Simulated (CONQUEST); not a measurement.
Crystal: AlN.

```
Al N
1.0
     3.08863    0.00000    0.00000
     0.00000    3.08863    0.00000
     0.00000    0.00000    4.36799
Al N
2 2
Direct
  0.00846 0.00316 0.99719
  0.50846 0.50316 0.49719
  0.49390 0.99580 0.25200
  0.99390 0.49580 0.75200
```

The cell comes from a database or a generator and needn't be the stable form of this composition.

The cell isn't the ideal one: atoms moved at random, drawn with an rms of 0.05 Å.

Base run:

| Item | Value |
| --- | --- |
| Program | CONQUEST 1.3 |
| Functional | PBE |
| Potentials or basis | PseudoDojo NC PBE, DZP, multi-site functions of range 8 bohr, grid cutoff 150 Ha |
| k mesh | 9 × 9 × 6 |
| Occupations | fermi-dirac, width 0.05 eV |
| Spin | no spin polarisation |

Its results: band gap on the k mesh 3.41 eV; pressure 9.0 GPa; largest force 0.771 eV/Å.

Problem. The run is repeated on the same cell with these changes: potentials or basis from PseudoDojo NC PBE, DZP, multi-site functions of range 8 bohr, grid cutoff 150 Ha to PseudoDojo NC PBE, DZP, multi-site functions of range 12 bohr, grid cutoff 150 Ha. What comes out?

Solution. Band gap on the k mesh 3.20 eV; pressure 7.9 GPa; largest force 0.777 eV/Å.

Caveats: multi-site functions contract the basis, which raises the energy a little and makes forces and stress less exact; the box holds several primitive cells, so bands are folded and the points are those of the box's own zone; an odd mesh through Γ misses points on the zone boundary, where band edges often lie; the basis of atomic orbitals isn't converged, which shifts pressures, moduli and gaps.
